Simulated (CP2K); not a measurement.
KTaO3:

```xyz
5
Lattice="3.9883 0.0000 0.0000 0.0000 3.9883 0.0000 0.0000 0.0000 3.9883" Properties=species:S:1:pos:R:3 pbc="T T T"
Ta    0.0000    0.0000    0.0000
K     1.9942    1.9942    1.9942
O     0.0000    0.0000    1.9942
O     0.0000    1.9942    0.0000
O     1.9942    0.0000    0.0000
```

Program: CP2K 2026.2. Alike in all runs: task band structure; potentials or basis POTENTIAL_UZH Ta GTH-PBE-q13, K GTH-PBE-q9, O GTH-PBE-q6; DZVP-MOLOPT-PBE-GTH basis; no spin polarisation; cell as given; k mesh 7 × 7 × 7; smearing fermi-dirac 0.05 eV.

Problem. Order these runs on this cell by their pressure, lowest first.
A. level PBE
B. level LDA
C. level MS2

Solution. B (-5.8 GPa), C (-1.6 GPa), A (2.4 GPa).

Caveats: the basis of atomic orbitals isn't converged, which shifts pressures, moduli and gaps; the potentials were made for another functional, which shifts forces and pressure (some runs).
